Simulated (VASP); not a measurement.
# Al27O in VASP: notebook, part 3 of 3

VASP 6.6.1.

## (5) Single point, PBEsol

INCAR reads:

```
SYSTEM = Al27O
PREC     = Accurate       ! precision mode
ENCUT    = 520            ! plane-wave cutoff, eV
EDIFF    = 1E-6           ! SCF threshold, eV
ISMEAR   = -1             ! smearing method
SIGMA    = 0.15           ! smearing width, eV
LREAL    = Auto         
LASPH    = .True.         ! aspherical terms in the spheres
NELM     = 80             ! most SCF steps
ALGO     = Fast           ! electronic algorithm
ISIF     = 2              ! what is computed and relaxed
LWAVE    = .False.        ! write WAVECAR
LCHARG   = .False.        ! write CHGCAR
GGA      = PS             ! functional
NBANDS   = 64             ! bands
```

KPOINTS reads:

```
Automatic mesh
0
Gamma
  2 2 1
  0 0 0
```

POSCAR reads:

```
Al27O
1.0
    8.5913470000      0.0000000000      0.0000000000
    4.2956740000      7.4403250000      0.0000000000
    0.0000000000      0.0000000000     17.6765370000
Al O
27 1
Direct
    0.1111123195      0.1111107378      0.0565721668
    0.4444477091      0.1111107378      0.0565721668
    0.7777830988      0.1111107378      0.0565721668
    0.1111138883      0.4444429511      0.0565721668
    0.4444492779      0.4444429511      0.0565721668
    0.7777730280      0.4444429511      0.0565721668
    0.1111154570      0.7777751644      0.0565721668
    0.4444508467      0.7777751644      0.0565721668
    0.7777745968      0.7777751644      0.0565721668
   -0.1090700237      0.2059184243      0.1729976861
    0.1913818389      0.2211462537      0.1959490142
    0.5347390473      0.1990773253      0.1948458570
   -0.1039812985      0.5556612110      0.1945516817
    0.2324710522      0.5623007060      0.1904728285
    0.5321654441      0.5751092862      0.1768728796
   -0.1413626234      0.8769509396      0.1831523901
    0.2427105594      0.8823270489      0.1977310375
    0.5141979460      0.9270831583      0.2093622750
   -0.0080148689     -0.0190986281      0.3043243142
    0.3982960968     -0.0810582871      0.3762275382
    0.5752827556      0.0714081710      0.3559464164
    0.0161720388      0.2912372779      0.3264100881
    0.2563437212      0.3619599950      0.3121595593
    0.6421402425      0.3509927322      0.3137662088
   -0.0369458012      0.6663015392      0.3322596502
    0.3218605863      0.6785859489      0.3132627166
    0.6920942223      0.6223652865      0.3103322783
    0.7207249989      0.1686351067      0.3787053991
```

Potentials or basis: VASP PAW PBE potentials, release 64 (Al, O).

Run with:

```sh
$ cat potpaw_PBE.64/Al/POTCAR potpaw_PBE.64/O/POTCAR > POTCAR
$ mpirun -np 1 vasp_std > vasp.out
```

OUTCAR:

```text
SYSTEM = Al27O
   PREC = Accurate
   ENCUT = 520
   EDIFF = 1E-6
   ISMEAR = -1
   LREAL = Auto
   LASPH = .True.
   NELM = 80
   ISIF = 2
   GGA = PS

 ion  position               nearest neighbor table
   1  0.111  0.111  0.057-  10 2.63  11 2.84   3 2.86   4 2.86   7 2.86   2 2.86   6 2.86   8 2.86
                            17 3.02
   2  0.444  0.111  0.057-  12 2.78   9 2.86   4 2.86   5 2.86   8 2.86   1 2.86   3 2.86  18 3.03
                            11 3.10
   3  0.778  0.111  0.057-  10 2.58  16 2.85   6 2.86   1 2.86   5 2.86   7 2.86   2 2.86   9 2.86
                            12 3.05
   4  0.111  0.444  0.057-   7 2.86   2 2.86   1 2.86   5 2.86   9 2.86   6 2.86  13 2.92  14 2.96
                            11 2.98
   5  0.444  0.444  0.057-  15 2.68  14 2.85   6 2.86   8 2.86   2 2.86   7 2.86   3 2.86   4 2.86
                            12 3.06
   6  0.778  0.444  0.057-  10 2.72  15 2.80   5 2.86   3 2.86   8 2.86   9 2.86   1 2.86   4 2.86
                            13 2.98
   7  0.111  0.778  0.057-  14 2.86   4 2.86   5 2.86   3 2.86   1 2.86   8 2.86   9 2.86  16 2.93
                            17 3.05
   8  0.444  0.778  0.057-  15 2.61   9 2.86   6 2.86   5 2.86   2 2.86   7 2.86   1 2.86  17 2.91
                            18 3.17
   9  0.778  0.778  0.057-  16 2.61   8 2.86   2 2.86   6 2.86   4 2.86   3 2.86   7 2.86  13 2.95
[... 6 lines left out ...]
                             3 3.05   5 3.06  10 3.11  15 3.24
  13  0.896  0.556  0.195-  27 2.57  16 2.62  11 2.72  25 2.78   4 2.92  14 2.92   9 2.95   6 2.98
                            10 3.05  22 3.05  15 3.06  18 3.25
  14  0.232  0.562  0.190-  15 2.64  26 2.66  23 2.70  17 2.80   5 2.85   7 2.86  12 2.90  13 2.92
                             4 2.96  16 2.99  11 3.12  25 3.22
  15  0.532  0.575  0.177-  17 2.59   8 2.61  14 2.64   5 2.68   6 2.80  27 2.86  26 2.87  24 2.94
                            18 3.01  13 3.06  10 3.13  12 3.24
  16  0.859  0.877  0.183-   9 2.61  13 2.62  19 2.78  12 2.78  18 2.81   3 2.85   7 2.93  10 2.98
                            14 2.99  25 3.07  17 3.33
  17  0.243  0.882  0.198-  26 2.55  18 2.55  15 2.59  19 2.66  11 2.72  14 2.80   8 2.91  10 2.94
                             1 3.02   7 3.05  16 3.33
  18  0.514  0.927  0.209-  12 2.44  17 2.55  11 2.67  16 2.81  27 2.89  15 3.01  21 3.03   2 3.03
                            20 3.13   8 3.17  13 3.25   9 3.34
  19  0.992  0.981  0.304-  28 2.45  17 2.66  26 2.73  16 2.78  22 2.80  10 2.86  25 2.88  24 3.10

  20  0.398  0.919  0.376-  21 2.48  26 2.70  27 2.79  18 3.13  22 3.36
  21  0.575  0.071  0.356-  28 1.86  20 2.48  23 2.74  24 2.83  12 3.01  18 3.03
  22  0.016  0.291  0.326-  23 2.44  11 2.65  19 2.80  27 2.83  24 3.00  25 3.02  13 3.05  10 3.14
                            20 3.36
  23  0.256  0.362  0.312-  22 2.44  11 2.58  25 2.59  14 2.70  21 2.74  12 2.94  26 3.04  24 3.27

  24  0.642  0.351  0.314-  28 1.78  27 2.57  26 2.78  21 2.83  12 2.86  15 2.94  22 3.00  19 3.10
                            10 3.11  23 3.27
  25  0.963  0.666  0.332-  27 2.57  23 2.59  13 2.78  19 2.88  22 3.02  16 3.07  26 3.15  14 3.22

  26  0.322  0.679  0.313-  17 2.55  14 2.66  20 2.70  19 2.73  24 2.78  15 2.87  27 2.97  23 3.04
                            25 3.15
  27  0.692  0.622  0.310-  13 2.57  25 2.57  24 2.57  20 2.79  22 2.83  15 2.86  18 2.89  26 2.97

  28  0.721  0.169  0.379-  24 1.78  21 1.86  19 2.45

  LATTYP: Found a hexagonal cell.
 ALAT       =     8.5913474624
 C/A-ratio  =     2.0574813296

  Lattice vectors:

 A1 = (  -4.2956740000,  -7.4403250000,   0.0000000000)
 A2 = (   8.5913470000,   0.0000000000,   0.0000000000)
 A3 = (   0.0000000000,   0.0000000000,  17.6765370000)

Analysis of symmetry for initial positions (statically):
=====================================================================
 Subroutine PRICEL returns:
 Original cell was already a primitive cell.

 Routine SETGRP: Setting up the symmetry group for a
[... 140 lines left out ...]
   NGXF,Y,Z  is equivalent  to a cutoff of  24.77, 24.77, 26.33 a.u.
 SYSTEM =  Al27O
   PREC   = accura    normal or accurate (medium, high low for compatibility)
   ISTART =      0    job   : 0-new  1-cont  2-samecut
   ICHARG =      2    charge: 1-file 2-atom 10-const
   ISPIN  =      1    spin polarized calculation?
   LNONCOLLINEAR =      F non collinear calculations
   LSORBIT =      F    spin-orbit coupling
   LASPH  =      T    aspherical Exc in radial PAW
   ENCUT  =  520.0 eV  38.22 Ry    6.18 a.u.  15.97 15.97 32.87*2*pi/ulx,y,z
   NELM   =     80;   NELMIN=  2; NELMDL= -5     # of ELM steps
   EDIFF  = 0.1E-05   stopping-criterion for ELM
   LREAL  =      T    real-space projection
   EDIFFG = 0.1E-04   stopping-criterion for IOM
   NSW    =      0    number of steps for IOM
   IBRION =     -1    ionic relax: 0-MD 1-quasi-New 2-CG
   NFREE  =      0    steps in history (QN), initial steepest desc. (CG)
   ISIF   =      2    stress and relaxation
   ISYM   =      2    0-nonsym 1-usesym 2-fastsym
   POTIM  = 0.5000    time-step for ionic-motion
   TEBEG  =    0.0;   TEEND  =   0.0 temperature during run
   PSTRESS=    0.0 pullay stress
   NELECT =      87.0000    total number of electrons
   NUPDOWN=      -1.0000    fix difference up-down
   EMIN   =  10.00;   EMAX   =-10.00  energy-range for DOS
   EFERMI =   0.00;   METHOD = LEGACY
   ISMEAR =    -1;   SIGMA  =   0.15  broadening in eV -4-tet -1-fermi 0-gaus
   EFERMI_NEDOS =   21; number of points for ismear=-14 and -15
   IALGO  =     68    algorithm
   IMIX   =      4    mixing-type and parameters
     AMIX     =   0.40;   BMIX     =  1.00
     AMIX_MAG =   1.60;   BMIX_MAG =  1.00
  volume/ion in A,a.u.               =      40.35       272.33
  Fermi-wavevector in a.u.,A,eV,Ry     =   0.696463  1.316123  6.599644  0.485060
  Thomas-Fermi vector in A             =   1.779520
   LORBIT       =      0    0 simple, 1 ext, 2 COOP (PROOUT), +10 PAW based schemes
   GGA     = PS    functional components
   LHFCALC =     F    Hartree Fock is set to
   AEXX    =    0.0000 exact exchange contribution
   IVDW    =     0    specifies the selected vdW correction
   LEPSILON=     F    determine dielectric tensor
   LRPA    =     F    only Hartree local field effects (RPA)
 non-spin polarized calculation
 RMM-DIIS sequential band-by-band and
  energy-cutoff  :      520.00
  volume of cell :     1129.93
 maximum number of plane-waves:     30408
 NGX is ok and might be reduce to    64
   NGX = 31   NGY = 31   NGZ = 65

 number of electron      87.0000001 magnetization

 Free energy of the ion-electron system (eV)
  ---------------------------------------------------
  ext. energy  EPLUGINS =         0.00000000
  ---------------------------------------------------
  free energy    TOTEN  =      -109.58659274 eV

  energy without entropy =     -108.66576729  energy(sigma->0) =     -109.12618001

 E-fermi :   0.6616     XC(G=0):  -5.1579

 val. band max:        0.6384433975   @ k =   0.0000   0.5000   0.0000
 cond. band min:       0.6665564060   @ k =   0.0000   0.0000   0.0000
 fundamental gap:      0.0281130084
 Fermi energy:         0.6616367930

 k-point     1 :       0.0000    0.0000    0.0000
  band No.  band energies     occupation
      1     -18.3339      2.00000
      2      -9.6521      2.00000
      3      -7.9663      2.00000
      4      -7.4825      2.00000
      5      -7.1530      2.00000
      6      -7.0681      2.00000
[... 221 lines left out ...]
     54       2.4118      0.00002
     55       2.5491      0.00001
 [bands above 55 left out]

------------------------ aborting loop because EDIFF is reached ----------------------------------------

  FORCE on cell =-STRESS in cart. coord.  units (eV):
  Direction    XX          YY          ZZ          XY          YZ          ZX
  --------------------------------------------------------------------------------------
  -------------------------------------------------------------------------------------
  Total       -4.8132716     -7.2167750      1.0137297      3.0371256     -0.1382889      0.3846100
  in kB       -6.8249676    -10.2330099      1.4374158      4.3064854     -0.1960864      0.5453569
  external PRESSURE =      -5.2068539 kB  Pullay stress =       0.0000000 kB

 VOLUME and BASIS-vectors are now :
 -----------------------------------------------------------------------------
  energy-cutoff  :      520.00
  volume of cell :     1129.93
      direct lattice vectors                 reciprocal lattice vectors
     8.591347000  0.000000000  0.000000000     0.116396183 -0.067201373  0.000000000
     4.295674000  7.440325000  0.000000000     0.000000000  0.134402731  0.000000000
     0.000000000  0.000000000 17.676537000     0.000000000  0.000000000  0.056572167

 POSITION                                       TOTAL-FORCE (eV/Angst)
 -----------------------------------------------------------------------------------
      1.43190      0.82670      1.00000         0.239993     -0.106700     -0.175757
      4.29570      0.82670      1.00000        -0.144528      0.039398      0.235166
      7.15950      0.82670      1.00000        -0.350600     -0.185773     -0.416993
      2.86380      3.30680      1.00000        -0.090026      0.094704      0.198965
      5.72760      3.30680      1.00000        -0.208355     -0.101235      0.009676
      8.59130      3.30680      1.00000         0.145200      0.293387     -0.078780
[... 20 lines left out ...]
      8.61950      4.63060      5.48560        -0.589962      0.388834      0.498790
      6.91640      1.25470      6.69420        -0.710070     -1.063245     -0.928362
 -----------------------------------------------------------------------------------
    total drift:                                0.002310     -0.002622     -0.013101

  FREE ENERGIE OF THE ION-ELECTRON SYSTEM (eV)
  ---------------------------------------------------
  free  energy   TOTEN  =      -109.5865927350 eV

  energy  without entropy=     -108.6657672855  energy(sigma->0) =     -109.12618001
```

Run time: 18 min. Hardware: 1 thread of AMD EPYC 7R43 (Zen 3), shared host; peak memory 1.1 GiB.

What came out:

| Item | Value |
| --- | --- |
| Free energy | -109.5866 eV |
| Largest force | 2.014 eV/Å |
| Band gap on the k mesh | none (metal or under the smearing width) |

Forces on the atoms (eV/Å):
```
Al   0.240 -0.107 -0.176
Al  -0.145  0.039  0.235
Al  -0.351 -0.186 -0.417
Al  -0.090  0.095  0.199
Al  -0.208 -0.101  0.010
Al   0.145  0.293 -0.079
Al   0.018 -0.114  0.223
Al   0.019  0.275 -0.226
Al  -0.225 -0.336 -0.186
Al  -0.445  0.183  1.360
Al   0.432 -0.032 -0.970
Al   0.803  1.471 -0.240
Al  -0.251 -0.330 -0.794
Al  -0.906 -0.045 -0.593
Al   1.035 -0.895  0.650
Al   0.792  0.345  0.433
Al  -0.835  0.694 -0.989
Al   0.080 -1.483  0.191
Al  -0.542  0.413  0.952
Al  -0.828  0.004 -0.520
Al   1.599  0.402 -0.239
Al  -1.424 -0.183  0.127
Al   1.936  0.204  0.517
Al  -0.098 -0.004  0.006
Al   0.619  0.835 -0.175
Al  -0.072 -0.762  1.128
Al  -0.590  0.389  0.499
O   -0.710 -1.063 -0.928
```

Levels at points of the mesh, in eV from the Fermi level:
```tsv
k point	band 40	band 41	band 42	band 43	band 44	band 45	band 46	band 47
(0.00, 0.00, 0.00)	-0.52	-0.44	-0.33	-0.27	-0.15	-0.08	0.00	0.27
(0.50, 0.00, 0.00)	-0.69	-0.46	-0.25	-0.11	0.18	0.29	0.39	0.70
(0.50, 0.50, 0.00)	-0.61	-0.30	-0.21	-0.20	0.12	0.18	0.47	0.71
(0.00, 0.50, 0.00)	-0.70	-0.31	-0.29	-0.20	-0.02	0.30	0.57	0.66
```

Caveat: the k mesh is coarse (spacing up to 0.42 Å⁻¹), so the values aren't converged; the PAW data sets were made with another functional, which shifts forces and pressure a little; an odd number of electrons without spin polarisation forces a metal; a magnetic or distorted state may lie lower.

## (6) Single point, PBEsol

INCAR reads:

```
SYSTEM = Al27O
PREC = Accurate ; ENCUT = 520
EDIFF = 1E-6 ; ISMEAR = -1
SIGMA = 0.15 ; LREAL = Auto
LASPH = .TRUE. ; NELM = 80
ALGO = Fast ; ISIF = 2
LWAVE = .FALSE. ; LCHARG = .TRUE.
GGA = PS ; LELF = .TRUE.
LVHAR = .TRUE. ; NBANDS = 64
```

KPOINTS reads:

```
Automatic mesh
0
G
  2 2 1
  0 0 0
```

POSCAR reads:

```
Al27O
1.0
    8.5913470000      0.0000000000      0.0000000000
    4.2956740000      7.4403250000      0.0000000000
    0.0000000000      0.0000000000     17.6765370000
Al O
27 1
Direct
    0.1111123195      0.1111107378      0.0565721668
    0.4444477091      0.1111107378      0.0565721668
    0.7777830988      0.1111107378      0.0565721668
    0.1111138883      0.4444429511      0.0565721668
    0.4444492779      0.4444429511      0.0565721668
    0.7777730280      0.4444429511      0.0565721668
    0.1111154570      0.7777751644      0.0565721668
    0.4444508467      0.7777751644      0.0565721668
    0.7777745968      0.7777751644      0.0565721668
   -0.1055740512      0.1876127723      0.2023925840
    0.2148962048      0.2099908270      0.1783154698
    0.5441324145      0.2638863222      0.1862695165
   -0.1214473044      0.5819100644      0.1894715011
    0.2078258241      0.5336057229      0.1747797094
    0.6175344828      0.5120609651      0.1955247230
   -0.1649244151      0.9206990286      0.2001975839
    0.1985150487      0.8372349326      0.1892621841
    0.5118110772      0.8649756563      0.1951174034
    0.0294625166      0.0134268328      0.3530951792
    0.3398585778     -0.0752252086      0.3364969055
    0.6367733900      0.0003628874      0.3216184256
   -0.0165726077      0.3679005957      0.3159442373
    0.3308937865      0.3217601382      0.3130760284
    0.6342663135      0.3429957697      0.3294310418
   -0.0473936219      0.7205330412      0.3241358870
    0.2883785984      0.6367194981      0.3386353334
    0.6641416362      0.6442594914      0.3379734390
    0.7806990077      0.1154519460      0.3566705402
```

Potentials or basis: VASP PAW PBE potentials, release 64 (Al, O).

Run with:

```sh
$ cat potpaw_PBE.64/Al/POTCAR potpaw_PBE.64/O/POTCAR > POTCAR
$ mpirun -np 1 vasp_std > vasp.out
```

It took 17 min on 1 thread of AMD EPYC 7R43 (Zen 3), shared host; peak memory 1.1 GiB.

It converged, with:

* Free energy: -110.1574 eV
* Largest force: 1.945 eV/Å
* Band gap on the k mesh: none (metal or under the smearing width)

Forces in eV/Å, atoms in the order of the input:
```
Al  -0.245 -0.116  0.009
Al   0.003 -0.079  0.129
Al  -0.088 -0.049  0.164
Al  -0.454 -0.141 -0.902
Al   0.155  0.132 -0.236
Al   0.191 -0.093  0.147
Al  -0.237 -0.085 -0.393
Al  -0.171 -0.056  0.054
Al  -0.037  0.185  0.289
Al   1.223  0.129 -0.618
Al  -0.009 -0.062  0.982
Al  -0.770 -1.277  0.028
Al  -0.062 -0.134 -0.112
Al   0.460  0.240  1.402
Al  -0.420  1.054 -0.007
Al  -0.315 -0.616 -1.253
Al   0.849  0.644  1.001
Al   0.450  0.437  0.076
Al  -1.780  0.489 -0.613
Al   1.375  0.191 -0.465
Al  -0.193  0.618  0.504
Al   0.578 -0.664 -0.006
Al  -1.110 -0.349 -0.082
Al   0.320  0.525 -0.082
Al  -0.107 -1.310 -0.034
Al   0.583  0.472 -0.502
Al  -0.141  0.279 -0.239
O   -0.046 -0.366  0.757
```

Levels at points of the mesh, in eV from the Fermi level:
```tsv
k point	band 41	band 42	band 43	band 44	band 45	band 46
(0.00, 0.00, 0.00)	-0.51	-0.28	-0.20	-0.08	0.01	0.06
(0.50, 0.00, 0.00)	-0.51	-0.29	-0.20	0.21	0.28	0.51
(0.50, 0.50, 0.00)	-0.45	-0.37	-0.31	0.22	0.31	0.56
(0.00, 0.50, 0.00)	-0.47	-0.36	-0.17	-0.03	0.29	0.62
```

Caveat: the k mesh is coarse (spacing up to 0.42 Å⁻¹), so the values aren't converged; the PAW data sets were made with another functional, which shifts forces and pressure a little; an odd number of electrons without spin polarisation forces a metal; a magnetic or distorted state may lie lower.
